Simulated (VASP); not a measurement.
Here is a VASP 6.6.1 calculation.

INCAR

```
SYSTEM = HfN
PREC     = Accurate       ! precision mode
ENCUT    = 520            ! plane-wave cutoff, eV
EDIFF    = 1E-6           ! SCF threshold, eV
ISMEAR   = 0              ! smearing method
SIGMA    = 0.1            ! smearing width, eV
LREAL    = .FALSE.        ! projectors in reciprocal space
LASPH    = .TRUE.         ! aspherical terms in the spheres
NELM     = 100            ! most SCF steps
ALGO     = Fast           ! electronic algorithm
ISIF     = 2              ! what is computed and relaxed
LWAVE    = .FALSE.        ! write WAVECAR
LCHARG   = .TRUE.         ! write CHGCAR
GGA      = PS             ! functional
LELF     = .TRUE.         ! ELF
LVHAR    = .TRUE.       
NBANDS   = 23             ! bands
```

The input KPOINTS:

```
Automatic mesh
0
G
  15 15 8
  0 0 0
```

Contents of POSCAR:

```
HfN
1.0
    3.1584353367      0.0000000000      0.0000000000
   -1.5792176684      2.7352852379      0.0000000000
    0.0000000000      0.0000000000      5.1156278639
Hf N
2 2
Direct
    0.3333333333      0.6666666667      0.0000000000
    0.6666666667      0.3333333333      0.5000000000
    0.3333333333      0.6666666667      0.3850000000
    0.6666666667      0.3333333333      0.8850000000
```

Potentials or basis: VASP PAW PBE potentials, release 64 (Hf_pv, N).

The run is started by

```console
$ cat potpaw_PBE.64/Hf_pv/POTCAR potpaw_PBE.64/N/POTCAR > POTCAR
$ mpirun -np 1 vasp_std > vasp.out
```

(1) Predict the band gap on the k mesh.

(2) Estimate the pressure.

(3) Estimate the largest force.

Answers

(1) none (metal or under the smearing width).

(2) 89.9 GPa.

(3) 0.990 eV/Å.

Caveat: the cell as given lies far from equilibrium; so large a pressure means that the cell lies far from this level's equilibrium, or that cutoff or potentials fall short; the potentials were made for another functional, which shifts forces and pressure.
